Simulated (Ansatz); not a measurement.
# In: energy and pressure over a range of volumes, part 2 of 2

Aim: scale the cell of In up and down at fixed shape and fractional positions, and get the equilibrium volume and bulk modulus with LAPW, PAW and all-electron datasets made for the crystal.

Ansatz 0.2.0; DFT PBE; a database cell (COD). «Crystal datasets» are all-electron PAW datasets made for this crystal.

**9. Volume × 1.01, PAW**

Contents of input.yaml:

```yaml
crystal:
  lattice:
    - [-1.6315525314, 1.6315525314, 2.4821691634]
    - [1.6315525314, -1.6315525314, 2.4821691634]
    - [1.6315525314, 1.6315525314, -2.4821691634]
  atoms:
    - { symbol: In, position: [0.0, 0.0, 0.0] }
kpoints:
  mp_grid: { grid: [12, 12, 14] }
scf:
  occupations: { method: fermi_dirac, width: 0.05 }
hamiltonian:
  xc: pbe
  pseudopotentials: { kind: paw }
output:
  forces: true
  stress: true
  eigenvalues: true
  efg: { contact_densities: true }
```

Started as:

```console
$ ansatz run input.yaml --threads 1 --pin off --max-ram 3072MiB --backend cpu --events-out ev --progress --plain --runs-dir out
```

The program printed, shortened:

```text
Warning: crystal.symmetry: narrowed to the stabiliser of the k-point mesh — unitary ops 16 → 4; excluded 12 operations that carry a point of the 12×12×14 mesh (shift [0, 0, 0]) off the mesh (the run samples exactly the mesh kpoints.mp_grid names, as under crystal.symmetry.detect: false, [...]
In: output.efg is read without spin–orbit coupling, which moves field gradients at and beside such atoms by some per cent and up to a factor of two; PAW files take it under magnetization.noncollinear and magnetization.spin_orbit
[...]
Pseudopotentials: kind: paw
Pseudopotential: In, paw, valence charge 13, recommended cutoff 420 eV (normal)
Functional definition: PBE
[...]
Crystal: 1 atoms, lattice volume = 26.430 Å³
Basis set: ecut = 420 eV, 541 PW (Γ), exchange–correlation on 48×48×48 points (8 copies of the dense FFT grid, shifted against one another)
Bands: 11, of which v1, the nominal top of the filled ones, is band 7 counted from 1 (6 counted from 0)
Symmetry: 4 space group operations
k-points: 554 of 2016
[...]
SCF iter   7: F=-5597.841111 eV  HF=-5597.841111 eV  |F-HF|=2.55e-8  |Δ(HF+E_count)|=   2.34e-7  Δρ=1.14e-5  dr2=1.99e-8  ethr=7.69e-10  ⟨swp⟩=4.2  Hψ=23810  notcnv=0
[...]
SCF converged after 7 iterations
Free energy (F): -5597.841111 eV
[...]
E sigma→0 (E₀):  -5597.839044 eV
Entropy (-TS):   -0.004134 eV (-4.134 meV/atom)
Fermi energy:    10.103497 eV
[...]
--- Forces (eV/Å), atoms counted from 1 ---
  atom   1  In    -0.00000000     0.00000000     0.00000000
[...]
--- Stress (GPa, compression-positive) ---
        1.509313      -0.200581       0.174430
       -0.200581       1.509313       0.174430
        0.174430       0.174430       1.789306
  P = ⅓ Tr σ = 1.6026 GPa (16.026 kbar)
--- PAW observables at the nuclei: V_zz in 10²¹ V/m², potentials from the cell's mean, atoms counted from 1 ---
  atom   1  In V_zz =    +1.814647   η = 0.2159   by run symmetry: allowed
            electrostatic potential = -7940.211624 V   contact ρ = 1133080.338348 e/Å³
--- Band table (eV; the first three rows and the last of 554) ---
  k-point 0: bands = ["-4.5779", "-4.4754", "-4.4745", "-4.3959", "-4.2957", "0.6425", "20.5660", "20.5666", "20.7346", "21.6618", "23.9661"]
[...]
```

Run time: 7.3 s. Hardware: 1 thread of Intel Xeon Platinum 8488C (Sapphire Rapids), shared host; peak memory 0.51 GiB.

This run gives: pressure 1.60 GPa; no gap; Vzz In 1.8 (10²¹ V/m²).

**10. Volume × 1.01, crystal datasets**

input.yaml, as its differences from that of step 9:

```diff
@@ -13,3 +13,3 @@
   xc: pbe
-  pseudopotentials: { kind: paw }
+  pseudopotentials: { kind: all_electron, datasets: crystal }
 output:
```

Started as:

```console
$ ansatz run input.yaml --threads 1 --pin off --max-ram 3072MiB --backend cpu --events-out ev --progress --plain --runs-dir out
```

The program printed, shortened:

```text
Warning: crystal.symmetry: narrowed to the stabiliser of the k-point mesh — unitary ops 16 → 4; excluded 12 operations that carry a point of the 12×12×14 mesh (shift [0, 0, 0]) off the mesh (the run samples exactly the mesh kpoints.mp_grid names, as under crystal.symmetry.detect: false, [...]
In: output.efg is read without spin–orbit coupling, which moves field gradients at and beside such atoms by some per cent and up to a factor of two; PAW files take it under magnetization.noncollinear and magnetization.spin_orbit
[...]
[... 3 set-up lines as earlier in the session ...]
[...]
Crystal: 1 atoms, lattice volume = 26.430 Å³
Basis set: ecut = 260 eV, 267 PW (Γ), exchange–correlation on 36×36×36 points (8 copies of the dense FFT grid, shifted against one another)
Bands: 11, of which v1, the nominal top of the filled ones, is band 7 counted from 1 (6 counted from 0)
[...]
Past the cutoffs: a stress includes 0.0004 GPa for waves and charges beyond them, in addition to the slope of what the spheres take
In the spheres:  the bands' charges fall short by 2.4e-6 e at most (sound up to 1e-3)
Fermi energy:    13.353917 eV
[...]
  The terms above E_closure are by the made datasets' own strengths, without shells solved beside the bands.
--- Forces (eV/Å), atoms counted from 1 ---
  atom   1  In    -0.00000000     0.00000000     0.00000000
[...]
--- Stress (GPa, compression-positive) ---
        1.509882      -0.200539       0.174331
       -0.200539       1.509882       0.174331
        0.174331       0.174331       1.790442
  P = ⅓ Tr σ = 1.6034 GPa (16.034 kbar)
--- PAW observables at the nuclei: V_zz in 10²¹ V/m², potentials from the cell's mean, atoms counted from 1 ---
  atom   1  In V_zz =    +1.825126   η = 0.2156   by run symmetry: allowed
            electrostatic potential = -7940.165635 V   contact ρ = 1133021.423871 e/Å³
--- Band table (eV; the first three rows and the last of 554) ---
  k-point 0: bands = ["-1.3285", "-1.2254", "-1.2246", "-1.1457", "-1.0464", "3.8929", "23.8161", "23.8167", "23.9852"]
[...]
```

It took 18 s on 1 thread of Intel Xeon Platinum 8488C (Sapphire Rapids), shared host; peak memory 0.62 GiB.

In short: pressure 1.60 GPa; no gap; Vzz In 1.8 (10²¹ V/m²).

**11. Volume × 1.04, LAPW**

Contents of input.yaml:

```yaml
crystal:
  lattice:
    - [-1.6475491645, 1.6475491645, 2.5065057071]
    - [1.6475491645, -1.6475491645, 2.5065057071]
    - [1.6475491645, 1.6475491645, -2.5065057071]
  atoms:
    - { symbol: In, position: [0.0, 0.0, 0.0] }
kpoints:
  mp_grid: { grid: [12, 12, 14] }
  band_path:
    path:
      - [0.0, 0.0, 0.0]
      - [0.0, 0.0, 0.5]
      - [0.25, 0.25, 0.25]
      - [0.0, 0.5, 0.0]
      - [0.0, 0.0, 0.0]
      - [0.5, 0.5, -0.5]
      - [0.3580138334, 0.6419861666, -0.3580138334]
      - [-0.3580138334, 0.3580138334, 0.3580138334]
      - [0.0, 0.0, 0.0]
    npoints: 5
scf:
  occupations: { method: fermi_dirac, width: 0.05 }
hamiltonian:
  xc: pbe
  pseudopotentials: { kind: all_electron, lapw: { basis_error: 0.001 } }
output:
  forces: true
  stress: true
  eigenvalues: true
```

Started as:

```console
$ ansatz run input.yaml --threads 1 --pin off --max-ram 3072MiB --backend cpu --events-out ev --progress --plain --runs-dir out
```

The program printed, shortened:

```text
Warning: crystal.symmetry: narrowed to the stabiliser of the k-point mesh — unitary ops 16 → 4; excluded 12 operations that carry a point of the 12×12×14 mesh (shift [0, 0, 0]) off the mesh (the run samples exactly the mesh kpoints.mp_grid names, as under crystal.symmetry.detect: false, [...]
LAPW: plane waves up to 6.736 Å⁻¹, error target 1.0e-3 eV per atom; small_component_spin mean_spin; In in spheres of 1.648 Å, 21 of its electrons in bands, Dirac shells []
[...]
[... 3 set-up lines as earlier in the session ...]
[...]
Crystal: 1 atoms, lattice volume = 27.215 Å³
Basis set: ecut = 172.86715899442936 eV, 145 PW (Γ), exchange–correlation at level 2
Bands: 15, of which v1, the nominal top of the filled ones, is band 11 counted from 1 (10 counted from 0)
[... 1 set-up line as earlier in the session ...]
k-points: 554 of 2016
[...]
SCF iter   1: F=—  HF=-160045.998372 eV  |F-HF|=—  |Δ(HF+E_count)|=         —  Δρ=5.80e-3  dr2=6.73e-3  ethr=3.18e-5  ⟨swp⟩=3.5  Hψ=60142  notcnv=0
[...]
SCF iter   7: F=-160045.973064 eV  HF=-160045.973064 eV  |F-HF|=1.14e-8  |Δ(HF+E_count)|=   1.31e-7  Δρ=1.37e-5  dr2=6.72e-8  ethr=3.31e-9  ⟨swp⟩=2.1  Hψ=23651  notcnv=0
[...]
NSCF: frozen V_eff on 41 k-points
SCF converged after 7 iterations
Free energy (F): -160045.973064 eV
[...]
E sigma→0 (E₀):  -160045.970960 eV
Entropy (-TS):   -0.004207 eV (-4.207 meV/atom)
Fermi energy:    12.851876 eV
[...]
--- Forces (eV/Å), atoms counted from 1 ---
  atom   1  In    -0.00000000    -0.00000000     0.00000000
[...]
--- Stress (GPa, compression-positive) ---
        0.338841      -0.137921       0.145059
       -0.137921       0.338841       0.145059
        0.145059       0.145059       0.597264
  P = ⅓ Tr σ = 0.4250 GPa (4.250 kbar)
--- Band table (eV; the first three rows and the last of 554) ---
  k-point 0: bands = ["-102.5648", "-61.0462", "-61.0394", "-61.0388", "-1.7903", "-1.6948", "-1.6943", "-1.6221", "-1.5295", "3.5949", "23.0594", "23.0599", "23.2135", "24.3497", "26.4734"]
[...]
```

Wall time 28 s (1 thread of Intel Xeon Platinum 8488C (Sapphire Rapids), shared host); peak memory 0.6 GiB.

Result: pressure 0.42 GPa; no gap.

**12. Volume × 1.04, PAW**

Contents of input.yaml:

```yaml
crystal:
  lattice:
    - [-1.6475491645, 1.6475491645, 2.5065057071]
    - [1.6475491645, -1.6475491645, 2.5065057071]
    - [1.6475491645, 1.6475491645, -2.5065057071]
  atoms:
    - { symbol: In, position: [0.0, 0.0, 0.0] }
kpoints:
  mp_grid: { grid: [12, 12, 14] }
scf:
  occupations: { method: fermi_dirac, width: 0.05 }
hamiltonian:
  xc: pbe
  pseudopotentials: { kind: paw }
output:
  forces: true
  stress: true
  eigenvalues: true
  efg: { contact_densities: true }
```

Started as:

```console
$ ansatz run input.yaml --threads 1 --pin off --max-ram 3072MiB --backend cpu --events-out ev --progress --plain --runs-dir out
```

The program printed, shortened:

```text
Warning: crystal.symmetry: narrowed to the stabiliser of the k-point mesh — unitary ops 16 → 4; excluded 12 operations that carry a point of the 12×12×14 mesh (shift [0, 0, 0]) off the mesh (the run samples exactly the mesh kpoints.mp_grid names, as under crystal.symmetry.detect: false, [...]
In: output.efg is read without spin–orbit coupling, which moves field gradients at and beside such atoms by some per cent and up to a factor of two; PAW files take it under magnetization.noncollinear and magnetization.spin_orbit
[...]
[... 3 set-up lines as earlier in the session ...]
[...]
Crystal: 1 atoms, lattice volume = 27.215 Å³
Basis set: ecut = 420 eV, 549 PW (Γ), exchange–correlation on 48×48×48 points (8 copies of the dense FFT grid, shifted against one another)
Bands: 11, of which v1, the nominal top of the filled ones, is band 7 counted from 1 (6 counted from 0)
[... 1 set-up line as earlier in the session ...]
k-points: 554 of 2016
[...]
SCF iter   7: F=-5597.845991 eV  HF=-5597.845991 eV  |F-HF|=1.22e-8  |Δ(HF+E_count)|=   1.15e-7  Δρ=7.87e-6  dr2=9.53e-9  ethr=7.69e-10  ⟨swp⟩=4.8  Hψ=19606  notcnv=0
[...]
SCF converged after 7 iterations
Free energy (F): -5597.845991 eV
[...]
E sigma→0 (E₀):  -5597.843888 eV
Entropy (-TS):   -0.004207 eV (-4.207 meV/atom)
Fermi energy:    9.695380 eV
[...]
--- Forces (eV/Å), atoms counted from 1 ---
  atom   1  In    -0.00000000     0.00000000     0.00000000
[...]
--- Stress (GPa, compression-positive) ---
        0.336055      -0.137921       0.145154
       -0.137921       0.336055       0.145154
        0.145154       0.145154       0.593301
  P = ⅓ Tr σ = 0.4218 GPa (4.218 kbar)
--- PAW observables at the nuclei: V_zz in 10²¹ V/m², potentials from the cell's mean, atoms counted from 1 ---
  atom   1  In V_zz =    +1.750329   η = 0.1573   by run symmetry: allowed
            electrostatic potential = -7939.720511 V   contact ρ = 1133081.847618 e/Å³
--- Band table (eV; the first three rows and the last of 554) ---
  k-point 0: bands = ["-4.9463", "-4.8512", "-4.8506", "-4.7786", "-4.6853", "0.4385", "19.9033", "19.9037", "20.0569", "21.1972", "23.3151"]
[...]
```

It took 6.9 s on 1 thread of Intel Xeon Platinum 8488C (Sapphire Rapids), shared host; peak memory 0.52 GiB.

Read from it: pressure 0.42 GPa; no gap; Vzz In 1.8 (10²¹ V/m²).

**13. Volume × 1.04, crystal datasets**

input.yaml, as its differences from that of step 12:

```diff
@@ -13,3 +13,3 @@
   xc: pbe
-  pseudopotentials: { kind: paw }
+  pseudopotentials: { kind: all_electron, datasets: crystal }
 output:
```

Started as:

```console
$ ansatz run input.yaml --threads 1 --pin off --max-ram 3072MiB --backend cpu --events-out ev --progress --plain --runs-dir out
```

The program printed, shortened:

```text
Warning: crystal.symmetry: narrowed to the stabiliser of the k-point mesh — unitary ops 16 → 4; excluded 12 operations that carry a point of the 12×12×14 mesh (shift [0, 0, 0]) off the mesh (the run samples exactly the mesh kpoints.mp_grid names, as under crystal.symmetry.detect: false, [...]
In: output.efg is read without spin–orbit coupling, which moves field gradients at and beside such atoms by some per cent and up to a factor of two; PAW files take it under magnetization.noncollinear and magnetization.spin_orbit
[...]
[... 1 set-up line as earlier in the session ...]
Pseudopotential: In, paw, valence charge 13, recommended cutoff 240 eV (normal), Koelling and Harmon's equation, gaussian nucleus
[... 1 set-up line as earlier in the session ...]
[...]
Crystal: 1 atoms, lattice volume = 27.215 Å³
Basis set: ecut = 240 eV, 231 PW (Γ), exchange–correlation on 36×36×36 points (8 copies of the dense FFT grid, shifted against one another)
Bands: 11, of which v1, the nominal top of the filled ones, is band 7 counted from 1 (6 counted from 0)
[...]
Past the cutoffs: a stress includes 0.0031 GPa for waves and charges beyond them, in addition to the slope of what the spheres take
In the spheres:  the bands' charges fall short by 4.9e-6 e at most (sound up to 1e-3)
Fermi energy:    12.851816 eV
[...]
  The terms above E_closure are by the made datasets' own strengths, without shells solved beside the bands.
--- Forces (eV/Å), atoms counted from 1 ---
  atom   1  In    -0.00000000     0.00000000     0.00000000
[...]
--- Stress (GPa, compression-positive) ---
        0.337170      -0.137940       0.145065
       -0.137940       0.337170       0.145065
        0.145065       0.145065       0.595472
  P = ⅓ Tr σ = 0.4233 GPa (4.233 kbar)
--- PAW observables at the nuclei: V_zz in 10²¹ V/m², potentials from the cell's mean, atoms counted from 1 ---
  atom   1  In V_zz =    +1.760549   η = 0.1570   by run symmetry: allowed
            electrostatic potential = -7939.678397 V   contact ρ = 1133022.938069 e/Å³
--- Band table (eV; the first three rows and the last of 554) ---
  k-point 0: bands = ["-1.7905", "-1.6948", "-1.6943", "-1.6220", "-1.5297", "3.5949", "23.0594", "23.0598", "23.2136"]
[...]
```

It took 18 s on 1 thread of Intel Xeon Platinum 8488C (Sapphire Rapids), shared host; peak memory 0.62 GiB.

Read from it: pressure 0.42 GPa; no gap; Vzz In 1.8 (10²¹ V/m²).

**14. All volumes together**

| method | volume (Å³/atom) | F above the lowest (meV/atom) | pressure (GPa) | Vzz In (10²¹ V/m²) |
| --- | --- | --- | --- | --- |
| LAPW | 24.598 | 43.0 | 5.32 | – |
| LAPW | 25.645 | 16.1 | 3.01 | – |
| LAPW | 26.430 | 4.9 | 1.61 | – |
| LAPW | 27.215 | 0.0 | 0.42 | – |
| PAW | 24.598 | 43.0 | 5.32 | 2.01 |
| PAW | 25.645 | 16.1 | 3.01 | 1.89 |
| PAW | 26.430 | 4.9 | 1.60 | 1.81 |
| PAW | 27.215 | 0.0 | 0.42 | 1.75 |
| crystal datasets | 24.598 | – | 5.32 | 2.02 |
| crystal datasets | 25.645 | – | 3.01 | 1.90 |
| crystal datasets | 26.430 | – | 1.60 | 1.83 |
| crystal datasets | 27.215 | – | 0.42 | 1.76 |

**15. Results**

The summary covers parts 1 to 2.

```
                        quantity     value
pressure at 24.60 Å³/atom (LAPW)  5.32 GPa
pressure at 27.21 Å³/atom (LAPW)  0.42 GPa
```

**Reading.** Over this range the mean stiffness −dP/dlnV is 48 GPa by LAPW; the pressure keeps one sign, so equilibrium lies outside the range. No thermal or zero-point expansion is included. The k mesh doesn't keep the crystal's whole symmetry, which leaves small spurious terms.
